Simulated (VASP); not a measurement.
# NGeH3 in VASP: notebook

Aim: see how the results for NGeH3 move with the level of theory and the settings. Levels: PBE+TS, PBE. Tasks: atomic charges, electron localisation function.

Everything below comes from runs of VASP 6.6.1. Logs are shortened: lines on timing, memory, paths and dates and some standing lists are left out, and cuts for length are marked.

## 1. The molecule as given

The cell holds a molecule in a box, 5 atoms: a = 11.000 Å, b = 13.000 Å, c = 10.000 Å, α = 90.00°, β = 90.00°, γ = 90.00°.

## 2. Atomic charges, PBE+TS

Contents of INCAR:

```
SYSTEM = GeH3N
PREC = Accurate
ENCUT = 520
EDIFF = 1E-6
ISMEAR = 0
SIGMA = 0.01
LREAL = .FALSE.
LASPH = .TRUE.
NELM = 100
ALGO = Normal
ISIF = 2
LWAVE = .FALSE.
LCHARG = .TRUE.
GGA = PE
IVDW = 2
LORBIT = 11
LELF = .TRUE.
LVHAR = .TRUE.
LVACPOTAV = .TRUE.
```

Contents of KPOINTS:

```
Automatic mesh
0
G
  1 1 1
  0 0 0
```

Contents of POSCAR:

```
GeH3N
1.0
   11.0000000000      0.0000000000      0.0000000000
    0.0000000000     13.0000000000      0.0000000000
    0.0000000000      0.0000000000     10.0000000000
N Ge H
1 1 3
Direct
    0.4933636400      0.4439384600      0.5154400000
    0.5909000000      0.5559076900      0.5316800000
    0.5174272700      0.3747230800      0.5522300000
    0.4114636400      0.4425615400      0.4704500000
    0.4964363600      0.6285076900      0.4545700000
```

Potentials or basis: VASP PAW PBE potentials, release 64 (N, Ge_d, H).

Launch:

```
$ cat potpaw_PBE.64/N/POTCAR potpaw_PBE.64/Ge_d/POTCAR potpaw_PBE.64/H/POTCAR > POTCAR
$ mpirun -np 1 vasp_gam > vasp.out
```

OUTCAR:

```text
SYSTEM = GeH3N
   PREC = Accurate
   ENCUT = 520
   EDIFF = 1E-6
   ISMEAR = 0
   LREAL = .FALSE.
   LASPH = .TRUE.
   NELM = 100
   ISIF = 2
   GGA = PE
   IVDW = 2
   LORBIT = 11
  IVDW =   2

 ion  position               nearest neighbor table
   1  0.493  0.444  0.515-   4 1.01   3 1.01   2 1.82
   2  0.591  0.556  0.532-   5 1.60   1 1.82
   3  0.517  0.375  0.552-   1 1.01
   4  0.411  0.443  0.470-   1 1.01
   5  0.496  0.629  0.455-   2 1.60

  LATTYP: Found a simple orthorhombic cell.
 ALAT       =    10.0000000000
 B/A-ratio  =     1.1000000000
 C/A-ratio  =     1.3000000000

  Lattice vectors:

 A1 = (   0.0000000000,   0.0000000000,  10.0000000000)
 A2 = (  11.0000000000,   0.0000000000,   0.0000000000)
 A3 = (   0.0000000000,  13.0000000000,   0.0000000000)

Analysis of symmetry for initial positions (statically):
=====================================================================
 Subroutine PRICEL returns:
 Original cell was already a primitive cell.

 Routine SETGRP: Setting up the symmetry group for a
 simple orthorhombic supercell.

 Subroutine GETGRP returns: Found  1 space group operations
 (whereof  1 operations were pure point group operations)
 out of a pool of  8 trial point group operations.

The static configuration has the point symmetry C_1 .

Analysis of symmetry for dynamics (positions and initial velocities):
=====================================================================
 Subroutine PRICEL returns:
 Original cell was already a primitive cell.

 Routine SETGRP: Setting up the symmetry group for a
 simple orthorhombic supercell.

 Subroutine GETGRP returns: Found  1 space group operations
 (whereof  1 operations were pure point group operations)
 out of a pool of  8 trial point group operations.

The dynamic configuration has the point symmetry C_1 .

 Subroutine INISYM returns: Found  1 space group operations
 (whereof  1 operations are pure point group operations),
 and found     1 'primitive' translations

----------------------------------------------------------------------------------------

                                     Primitive cell

  volume of cell :    1430.0000

  direct lattice vectors                    reciprocal lattice vectors
    11.000000000  0.000000000  0.000000000     0.090909091  0.000000000  0.000000000
     0.000000000 13.000000000  0.000000000     0.000000000  0.076923077  0.000000000
     0.000000000  0.000000000 10.000000000     0.000000000  0.000000000  0.100000000

  length of vectors
    11.000000000 13.000000000 10.000000000     0.090909091  0.076923077  0.100000000

  position of ions in fractional coordinates (direct lattice)
     0.493363640  0.443938460  0.515440000
     0.590900000  0.555907690  0.531680000
     0.517427270  0.374723080  0.552230000
     0.411463640  0.442561540  0.470450000
     0.496436360  0.628507690  0.454570000

  ion indices of the primitive-cell ions
   primitive index   ion index
                 1           1
                 2           2
                 3           3
                 4           4
                 5           5

----------------------------------------------------------------------------------------

 KPOINTS: Automatic mesh

Automatic generation of k-mesh.
 Grid dimensions read from file:
 generate k-points for:    1    1    1

 Generating k-lattice:

  Cartesian coordinates                     Fractional coordinates (reciprocal lattice)
     0.090909091  0.000000000  0.000000000     1.000000000  0.000000000  0.000000000
     0.000000000  0.076923077  0.000000000     0.000000000  1.000000000  0.000000000
     0.000000000  0.000000000  0.100000000     0.000000000  0.000000000  1.000000000

  Length of vectors
     0.090909091  0.076923077  0.100000000

  Shift w.r.t. Gamma in fractional coordinates (k-lattice)
     0.000000000  0.000000000  0.000000000

 Subroutine IBZKPT returns following result:
 ===========================================

 Found      1 irreducible k-points:

 Following reciprocal coordinates:
            Coordinates               Weight
  0.000000  0.000000  0.000000      1.000000
   k-points           NKPTS =      1   k-points in BZ     NKDIM =      1   number of bands    NBANDS=     15
   number of dos      NEDOS =    301   number of ions     NIONS =      5
   total plane-waves  NPLWV = 658560
   dimension x,y,z NGX =    84 NGY =   98 NGZ =   80
   dimension x,y,z NGXF=   168 NGYF=  196 NGZF=  160
   ions per type =               1   1   3
   NGX,Y,Z   is equivalent  to a cutoff of  12.70, 12.53, 13.30 a.u.
   NGXF,Y,Z  is equivalent  to a cutoff of  25.39, 25.06, 26.60 a.u.
 SYSTEM =  GeH3N
   PREC   = accura    normal or accurate (medium, high low for compatibility)
   ISTART =      0    job   : 0-new  1-cont  2-samecut
   ICHARG =      2    charge: 1-file 2-atom 10-const
   ISPIN  =      1    spin polarized calculation?
   LNONCOLLINEAR =      F non collinear calculations
   LSORBIT =      F    spin-orbit coupling
   LASPH  =      T    aspherical Exc in radial PAW
   ENCUT  =  520.0 eV  38.22 Ry    6.18 a.u.  20.45 24.17 18.59*2*pi/ulx,y,z
   NELM   =    100;   NELMIN=  2; NELMDL= -5     # of ELM steps
   EDIFF  = 0.1E-05   stopping-criterion for ELM
   LREAL  =      F    real-space projection
   EDIFFG = 0.1E-04   stopping-criterion for IOM
   NSW    =      0    number of steps for IOM
   IBRION =     -1    ionic relax: 0-MD 1-quasi-New 2-CG
   NFREE  =      0    steps in history (QN), initial steepest desc. (CG)
   ISIF   =      2    stress and relaxation
   ISYM   =      2    0-nonsym 1-usesym 2-fastsym
   POTIM  = 0.5000    time-step for ionic-motion
   TEBEG  =    0.0;   TEEND  =   0.0 temperature during run
   PSTRESS=    0.0 pullay stress
   NELECT =      22.0000    total number of electrons
   NUPDOWN=      -1.0000    fix difference up-down
   EMIN   =  10.00;   EMAX   =-10.00  energy-range for DOS
   EFERMI =   0.00;   METHOD = LEGACY
   ISMEAR =     0;   SIGMA  =   0.01  broadening in eV -4-tet -1-fermi 0-gaus
   EFERMI_NEDOS =   21; number of points for ismear=-14 and -15
   IALGO  =     38    algorithm
   IMIX   =      4    mixing-type and parameters
     AMIX     =   0.40;   BMIX     =  1.00
     AMIX_MAG =   1.60;   BMIX_MAG =  1.00
  volume/ion in A,a.u.               =     286.00      1930.02
  Fermi-wavevector in a.u.,A,eV,Ry     =   0.407165  0.769430  2.255619  0.165783
  Thomas-Fermi vector in A             =   1.360627
   LORBIT       =     11    0 simple, 1 ext, 2 COOP (PROOUT), +10 PAW based schemes
   GGA     = PE    functional components
   LHFCALC =     F    Hartree Fock is set to
   AEXX    =    0.0000 exact exchange contribution
   IVDW    =     2    specifies the selected vdW correction
   LEPSILON=     F    determine dielectric tensor
   LRPA    =     F    only Hartree local field effects (RPA)
 non-spin polarized calculation
 Gauss-broadening in eV      SIGMA  =   0.01
  energy-cutoff  :      520.00
  volume of cell :     1430.00
 maximum number of plane-waves:     19293
 NGX is ok and might be reduce to    84
   NGX = 41   NGY = 49   NGZ = 37

 number of electron      21.9999985 magnetization

 Free energy of the ion-electron system (eV)
  ---------------------------------------------------
  ext. energy  EPLUGINS =         0.00000000
  ---------------------------------------------------
  free energy    TOTEN  =       -22.42668986 eV

  energy without entropy =      -22.42668986  energy(sigma->0) =      -22.42668986

 E-fermi :  -5.3217     XC(G=0):  -0.8290

 val. band max:       -5.3723541080   @ k =   0.0000   0.0000   0.0000
 cond. band min:      -2.2908865425   @ k =   0.0000   0.0000   0.0000
 fundamental gap:      3.0814675654
 Fermi energy:        -5.3217297167

 k-point     1 :       0.0000    0.0000    0.0000
  band No.  band energies     occupation
      1     -28.1315      2.00000
      2     -28.0425      2.00000
      3     -27.9535      2.00000
      4     -27.9048      2.00000
      5     -27.7966      2.00000
      6     -20.8813      2.00000
      7     -12.7912      2.00000
      8     -12.0452      2.00000
      9      -8.2300      2.00000
     10      -6.6123      2.00000
     11      -5.3724      2.00000
     12      -2.2909      0.00000
     13      -0.7509      0.00000
     14      -0.0091      0.00000
     15       0.4552      0.00000

------------------------ aborting loop because EDIFF is reached ----------------------------------------

  Hirshfeld charges:
            ion         q(e)
   ------------------------------
      1     N       -0.27247564
      2     Ge       0.18540843
      3     H        0.10769621
      4     H        0.11000591
      5     H       -0.13063492

  Tkatchenko/Scheffler method for vdW energy calculation

  Number of pair interactions contributing to vdW energy:    5398

  Edisp (eV):   -0.00559

  FORCE on cell =-STRESS in cart. coord.  units (eV):
  Direction    XX          YY          ZZ          XY          YZ          ZX
  --------------------------------------------------------------------------------------
  -------------------------------------------------------------------------------------
  Total       0.62396     0.70981     0.11689     0.18422    -0.11101     0.29965
  in kB       0.69909     0.79528     0.13097     0.20640    -0.12437     0.33572
  external pressure =        0.54 kB  Pullay stress =        0.00 kB

 VOLUME and BASIS-vectors are now :
 -----------------------------------------------------------------------------
  energy-cutoff  :      520.00
  volume of cell :     1430.00
      direct lattice vectors                 reciprocal lattice vectors
    11.000000000  0.000000000  0.000000000     0.090909091  0.000000000  0.000000000
     0.000000000 13.000000000  0.000000000     0.000000000  0.076923077  0.000000000
     0.000000000  0.000000000 10.000000000     0.000000000  0.000000000  0.100000000

 POSITION                                       TOTAL-FORCE (eV/Angst)
 -----------------------------------------------------------------------------------
      5.42700      5.77120      5.15440         0.000625      0.055819     -0.016327
      6.49990      7.22680      5.31680         0.337012      0.221072      0.112345
      5.69170      4.87140      5.52230         0.091549     -0.317219      0.129330
      4.52610      5.75330      4.70450        -0.333791     -0.029538     -0.159862
      5.46080      8.17060      4.54570        -0.095395      0.069866     -0.065486
 -----------------------------------------------------------------------------------
    total drift:                               -0.001126     -0.000708      0.001051

  FREE ENERGIE OF THE ION-ELECTRON SYSTEM (eV)
  ---------------------------------------------------
  free  energy   TOTEN  =       -22.4322806686 eV

  energy  without entropy=      -22.4322806686  energy(sigma->0) =      -22.43228067

 total charge

# of ion       s       p       d       tot
------------------------------------------
    1        1.224   2.693   0.000   3.917
    2        1.236   1.067  10.076  12.378
    3        0.650   0.088   0.000   0.738
    4        0.647   0.089   0.000   0.736
    5        0.550   0.010   0.000   0.560
--------------------------------------------------
tot          4.306   3.947  10.076  18.329
```

It took 84 s on 1 thread of Intel Xeon 6975P-C (Granite Rapids), shared host; peak memory 1.1 GiB.

Results:

```
Free energy                                           : -22.4323 eV
Largest force                                         : 0.418 eV/Å
Gap between the frontier levels                       : 3.08 eV
Valence electrons inside the program's atomic spheres : N 3.92; Ge 12.38; H 0.74, 0.56
Hirshfeld charges                                     : N -0.27; Ge +0.19; H +0.11, -0.13 e
Dispersion energy per atom                            : -0.001 eV
```

Forces in eV/Å, atoms in the order of the input:
```
N    0.001  0.056 -0.016
Ge   0.337  0.221  0.112
H    0.092 -0.317  0.129
H   -0.334 -0.030 -0.160
H   -0.095  0.070 -0.065
```

## 3. Electron localisation function, PBE

Contents of INCAR:

```
PREC = Accurate
ENCUT = 520
EDIFF = 1E-6
ISMEAR = 0
SIGMA = 0.01
LREAL = False
LASPH = True
NELM = 80
ALGO = Normal
ISIF = 2
LWAVE = False
LCHARG = True
GGA = PE
LELF = True
```

Contents of KPOINTS:

```
regular mesh
0
Gamma
  1 1 1
```

POSCAR is that of step 2.

Potentials or basis: VASP PAW PBE potentials, release 64 (N, Ge_d, H).

Launch:

```
$ cat potpaw_PBE.64/N/POTCAR potpaw_PBE.64/Ge_d/POTCAR potpaw_PBE.64/H/POTCAR > POTCAR
$ mpirun -np 1 vasp_gam > vasp.out
```

OUTCAR:

```text
PREC = Accurate
   ENCUT = 520
   EDIFF = 1E-6
   ISMEAR = 0
   LREAL = False
   LASPH = True
   NELM = 80
   ISIF = 2
   GGA = PE

 ion  position               nearest neighbor table
   1  0.493  0.444  0.515-   4 1.01   3 1.01   2 1.82
   2  0.591  0.556  0.532-   5 1.60   1 1.82
   3  0.517  0.375  0.552-   1 1.01
   4  0.411  0.443  0.470-   1 1.01
   5  0.496  0.629  0.455-   2 1.60

  LATTYP: Found a simple orthorhombic cell.
 ALAT       =    10.0000000000
 B/A-ratio  =     1.1000000000
 C/A-ratio  =     1.3000000000

  Lattice vectors:

 A1 = (   0.0000000000,   0.0000000000,  10.0000000000)
 A2 = (  11.0000000000,   0.0000000000,   0.0000000000)
 A3 = (   0.0000000000,  13.0000000000,   0.0000000000)

Analysis of symmetry for initial positions (statically):
=====================================================================
 Subroutine PRICEL returns:
 Original cell was already a primitive cell.

 Routine SETGRP: Setting up the symmetry group for a
 simple orthorhombic supercell.

[... 154 lines left out ...]
 fundamental gap:      3.0814675654
 Fermi energy:        -5.3217297167

 k-point     1 :       0.0000    0.0000    0.0000
  band No.  band energies     occupation
      1     -28.1315      2.00000
      2     -28.0425      2.00000
      3     -27.9535      2.00000
      4     -27.9048      2.00000
      5     -27.7966      2.00000
      6     -20.8813      2.00000
      7     -12.7912      2.00000
      8     -12.0452      2.00000
      9      -8.2300      2.00000
     10      -6.6123      2.00000
     11      -5.3724      2.00000
     12      -2.2909      0.00000
     13      -0.7509      0.00000
     14      -0.0091      0.00000
     15       0.4552      0.00000

------------------------ aborting loop because EDIFF is reached ----------------------------------------

  FORCE on cell =-STRESS in cart. coord.  units (eV):
  Direction    XX          YY          ZZ          XY          YZ          ZX
  --------------------------------------------------------------------------------------
  -------------------------------------------------------------------------------------
  Total        0.6195597      0.6925104      0.1188959      0.1750781     -0.1108299      0.2988845
  in kB        0.6941570      0.7758912      0.1332114      0.1961582     -0.1241742      0.3348713
  external PRESSURE =       0.5344199 kB  Pullay stress =       0.0000000 kB

 VOLUME and BASIS-vectors are now :
 -----------------------------------------------------------------------------
  energy-cutoff  :      520.00
  volume of cell :     1430.00
      direct lattice vectors                 reciprocal lattice vectors
    11.000000000  0.000000000  0.000000000     0.090909091  0.000000000  0.000000000
     0.000000000 13.000000000  0.000000000     0.000000000  0.076923077  0.000000000
     0.000000000  0.000000000 10.000000000     0.000000000  0.000000000  0.100000000

 POSITION                                       TOTAL-FORCE (eV/Angst)
 -----------------------------------------------------------------------------------
      5.42700      5.77120      5.15440         0.000754      0.058417     -0.016944
      6.49990      7.22680      5.31680         0.334345      0.217686      0.111880
      5.69170      4.87140      5.52230         0.092203     -0.316959      0.129588
      4.52610      5.75330      4.70450        -0.329992     -0.023603     -0.159493
      5.46080      8.17060      4.54570        -0.097310      0.064458     -0.065031
 -----------------------------------------------------------------------------------
    total drift:                               -0.001126     -0.000708      0.001051

  FREE ENERGIE OF THE ION-ELECTRON SYSTEM (eV)
  ---------------------------------------------------
  free  energy   TOTEN  =       -22.4266898557 eV

  energy  without entropy=      -22.4266898557  energy(sigma->0) =      -22.42668986
```

OSZICAR:

```text
N       E                     dE             d eps       ncg     rms          rms(c)
DAV:   1     0.155111775148E+03    0.15511E+03   -0.83526E+03    38   0.940E+02
DAV:   2     0.316948178004E+02   -0.12342E+03   -0.11817E+03    37   0.206E+02
DAV:   3    -0.210318130736E+02   -0.52727E+02   -0.52688E+02    37   0.110E+02
[... 15 lines left out ...]
DAV:  19    -0.224266635983E+02   -0.51782E-04   -0.33933E-06    36   0.135E-02    0.878E-04
DAV:  20    -0.224266822632E+02   -0.18665E-04   -0.88955E-07    29   0.473E-03    0.471E-04
DAV:  21    -0.224266865489E+02   -0.42857E-05   -0.27673E-07    29   0.284E-03    0.231E-04
DAV:  22    -0.224266888791E+02   -0.23303E-05   -0.12250E-07    36   0.184E-03    0.143E-04
DAV:  23    -0.224266898557E+02   -0.97654E-06   -0.59561E-08    29   0.931E-04
   1 F= -.22426690E+02 E0= -.22426690E+02  d E =-.418023E-13
```

stdout:

```text
POSCAR found type information on POSCAR N GeH
 POSCAR found :  3 types and       5 ions
 scaLAPACK will be used
 LDA part: xc-table for (Slater+PW92), standard interpolation
 POSCAR, INCAR and KPOINTS ok, starting setup
 FFT: planning ... GRIDC
 FFT: planning ... GRID_SOFT
 FFT: planning ... GRID
 WAVECAR not read
 entering main loop
```

Run time: 79 s. Hardware: 1 thread of Intel Xeon 6975P-C (Granite Rapids), shared host; peak memory 1.1 GiB.

What came out:

```yaml
Free_energy: -22.4267 eV
Largest_force: 0.414 eV/Å
Gap_between_the_frontier_levels: 3.08 eV
```

Forces on the atoms (eV/Å):
```
N    0.001  0.058 -0.017
Ge   0.334  0.218  0.112
H    0.092 -0.317  0.130
H   -0.330 -0.024 -0.159
H   -0.097  0.064 -0.065
```

## 4. For comparison

An earlier run on the cell as given: functional PBE; potentials or basis VASP PAW PBE potentials, release 64 (N, Ge_d, H); cutoff 520 eV; k mesh 1 × 1 × 1; occupations gaussian, width 0.01 eV; no spin polarisation.

- Largest force: 0.414 eV/Å
- Gap between the frontier levels: 3.08 eV

## 5. The runs side by side

| task | level | gap on the mesh (eV) | largest force (eV/Å) |
| --- | --- | --- | --- |
| atomic charges | PBE+TS | 3.08 | 0.42 |
| electron localisation function | PBE | 3.08 | 0.41 |
| single point | PBE | 3.08 | 0.41 |

Alike in all rows: potentials or basis VASP PAW PBE potentials, release 64 (N, Ge_d, H); no spin polarisation; cell as given; k mesh 1 × 1 × 1; cutoff (eV) 520; smearing gaussian 0.01 eV.

On the cell as given the gap runs from 3.08 eV (PBE+TS) to 3.08 eV (PBE+TS).

Total energies depend on the potentials used, so only differences within one code and one set of settings carry meaning.
